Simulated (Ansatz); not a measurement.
Runs of Ansatz 0.2.0 on Sc. It takes space group Fm-3m (No. 225, cubic). The conventional cell has a = 4.520 Å, b = 4.520 Å, c = 4.520 Å, α = 90.00°, β = 90.00°, γ = 90.00°. Around Sc (site symmetry m-3m) lie 12 Sc at 3.20 Å. This isn't the form of Sc at room conditions, which is hcp.

| level | cutoff (eV) | gap on the mesh (eV) | pressure (GPa) | relaxed volume (Å³/atom) |
| --- | --- | --- | --- | --- |
| LDA | 420 | none | 0.0 | 22.40 |
| r2SCAN | 500 | none | 0.0 | (a) |
| PBE | 420 | none | 0.0 | (b) |
| BLYP | 420 | none | 0.0 | 24.97 |
| revPBE | 420 | none | 0.0 | 25.45 |

Alike in all rows: task relaxation of cell and atoms; potentials or basis Ansatz PAW; no spin polarisation; cell relaxed; k mesh 10 × 10 × 10; smearing fermi-dirac 0.05 eV.

Estimate the missing entries.

(a) 25.12; (b) 24.70.

Caveats: the plane-wave basis is chosen anew once the cell has moved, so the energies of steps on either side of that aren't comparable; the PAW data sets come from PBE, with cores solved anew for the run's functional, which leaves a small shift of forces and pressure (some runs).

A gap of «none» marks a metal or a gap under the smearing width.
